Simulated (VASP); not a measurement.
A run of VASP 6.6.1 is set up as follows.

The input INCAR:

```
PREC = Accurate ; ENCUT = 520
EDIFF = 1E-7 ; ISMEAR = -1
SIGMA = 0.02 ; LREAL = F
LASPH = T ; NELM = 100
ALGO = Normal ; ISIF = 2
LWAVE = F ; LCHARG = F
GGA = CA ; NBANDS = 33
```

The input KPOINTS:

```
Automatic mesh
0
Gamma
  1 1 1
```

File POSCAR:

```
H9O4F
1.0
    5.5331330000      0.0000000000      0.0000000000
    0.0000000000      5.5331330000      0.0000000000
    0.0000000000      0.0000000000      5.5331330000
O H F
4 9 1
Direct
    0.4253828708      0.7984264972      0.5354470966
    0.0594599841      0.7588106051      0.2085979137
    0.6034375100      0.4141957188      0.7679735875
    0.7213092474      0.1866935062      0.1476920942
    0.4922527617      0.9632336689      0.5248924976
    0.2982216404      0.7684254111      0.4111956102
    0.1116727178      0.6732894366      0.0710628138
   -0.0201874779      0.6493970053      0.3260359005
    0.6353001094      0.3154632285      0.9421606168
    0.5109401852      0.5742858522      0.7377014071
    0.8127944873      0.2907032959      0.2707146205
    0.8128125603      0.0440076174      0.1086003174
    0.7495211122      0.4249671931      0.6566261827
    0.9174729760      0.4371122111      0.4745774230
```

Potentials or basis: VASP PAW LDA potentials, release 64 (O, H, F).

The run is started by

```sh
$ cat potpaw_LDA.64/O/POTCAR potpaw_LDA.64/H/POTCAR potpaw_LDA.64/F/POTCAR > POTCAR
$ mpirun -np 1 vasp_gam > vasp.out
```

Task: What does it give for the pressure?

Result: -0.8 GPa.

Task: Estimate the largest force.

Result: 2.423 eV/Å.

Task: What does it give for the band gap on the k mesh?

Result: 4.84 eV, direct.

Forces in eV/Å, atoms in the order of the input:
```
O    0.556 -0.245  0.873
O    0.039  2.278  0.825
O   -1.318  0.336  1.178
O   -0.980  1.230 -0.505
H   -0.470 -0.505 -0.268
H   -0.124  0.537 -0.286
H    0.399 -1.047 -1.330
H   -0.379 -1.064  0.353
H    0.279  0.416 -0.085
H    0.275 -0.618 -0.143
H    0.056 -0.101  0.249
H    0.830 -0.961  0.113
H    0.982 -0.086 -0.932
F   -0.145 -0.169 -0.042
```

Expect the measured gap to be larger: semilocal functionals such as LDA lack the derivative discontinuity.
